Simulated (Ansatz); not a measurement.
**Se in Ansatz, relaxation**

Launch command:

```bash
ansatz run input.yaml --threads 2 --pin off --max-ram 2560MiB --backend cpu --events-out ev --progress --plain --runs-dir out
```

input.yaml:

```yaml
crystal:
  lattice:
    - [2.18463, 3.783891, 0.0]
    - [-2.18463, 3.783891, 0.0]
    - [0.0, 0.0, 4.957073]
  atoms:
    - { symbol: Se, position: [0.2254, 0.7746, 0.33333] }
    - { symbol: Se, position: [0.0, 0.2254, 0.66666] }
    - { symbol: Se, position: [0.7746, 0.0, 0.0] }
  symmetry: { tolerance: 0.0003 }
kpoints:
  mp_grid: { grid: [6, 6, 6], shift: [0, 0, 0] }
magnetization:
  spin_polarized: false
scf:
  occupations: { method: fermi_dirac, width: 0.0183 }
  lower_state_search: "off"
hamiltonian:
  pseudopotentials: { kind: paw }
  xc: r2scan
basis:
  ecutwfc: 500
  fft_grid_basis: typed
relax:
  max_steps: 80
  cell: { p_target: 0.0 }
output:
  forces: true
  stress: true
  eigenvalues: true
  bader: true
  populations: true
  elf: true
  write_potential: true
  volumetric_format: npy
  dos:
    e_range: [-12, 8]
    de: 0.05
    projected: { site_lists: { Se: [Se] } }
checkpoint:
  read: saved_state
```

Origin of the cell: a database entry, scaled a little.

The saved state is a converged single point of the same cell.

Steps («new basis» is an SCF on plane waves selected anew at the same cell):

```json
{"step": "1", "ΔF (meV/atom)": "0.0", "max force component (eV/Å)": "0.032", "P (GPa)": "1.22", "volume (Å³)": "81.95", "SCF iterations": "5", "step was": "accepted"}
{"step": "2", "ΔF (meV/atom)": "-3.2", "max force component (eV/Å)": "0.011", "P (GPa)": "-0.44", "volume (Å³)": "87.92", "SCF iterations": "6", "step was": "accepted"}
{"step": "3", "ΔF (meV/atom)": "-4.8", "max force component (eV/Å)": "0.020", "P (GPa)": "-0.08", "volume (Å³)": "86.67", "SCF iterations": "5", "step was": "accepted"}
{"step": "4", "ΔF (meV/atom)": "-5.0", "max force component (eV/Å)": "0.016", "P (GPa)": "0.00", "volume (Å³)": "86.85", "SCF iterations": "4", "step was": "accepted"}
{"step": "5", "ΔF (meV/atom)": "-5.1", "max force component (eV/Å)": "0.001", "P (GPa)": "0.04", "volume (Å³)": "87.44", "SCF iterations": "6", "step was": "accepted"}
{"step": "6", "ΔF (meV/atom)": "-5.1", "max force component (eV/Å)": "0.001", "P (GPa)": "0.00", "volume (Å³)": "87.72", "SCF iterations": "5", "step was": "accepted"}
{"step": "7", "ΔF (meV/atom)": "-5.2", "max force component (eV/Å)": "0.001", "P (GPa)": "0.00", "volume (Å³)": "87.72", "SCF iterations": "6", "step was": "new basis"}
```

The starting structure.

Space group P3_121 (No. 152); the run's cell has a = 4.369 Å, b = 4.369 Å, c = 4.957 Å, α = 90.00°, β = 90.00°, γ = 60.00°. Shortest distances: Se–Se 2.37 Å.

After:

Space group P3_121 (No. 152); the run's cell has a = 4.505 Å, b = 4.505 Å, c = 4.992 Å, α = 90.00°, β = 90.00°, γ = 60.00°. Shortest distances: Se–Se 2.37 Å.

```
CELL_PARAMETERS angstrom
2.25234 3.90117 0.00000
-2.25234 3.90117 0.00000
0.00000 0.00000 4.99154
ATOMIC_POSITIONS crystal
Se 0.21714 0.78286 0.33333
Se 0.00000 0.21714 0.66667
Se 0.78286 0.00000 0.00000
```

```yaml
Free_energy_lowered_by: 5.2 meV/atom
Volume_change: 7.03 %
Final_pressure: 0.00 GPa
Relaxation_steps_listed: 7
Gap_on_the_mesh: 1.33 eV
```

Caveats: the relaxation held the start's symmetry, so the end may be a saddle point.

It ran for 96 s on 2 threads of Arm Neoverse V1 (shared host), peak memory 0.56 GiB, from a saved density.
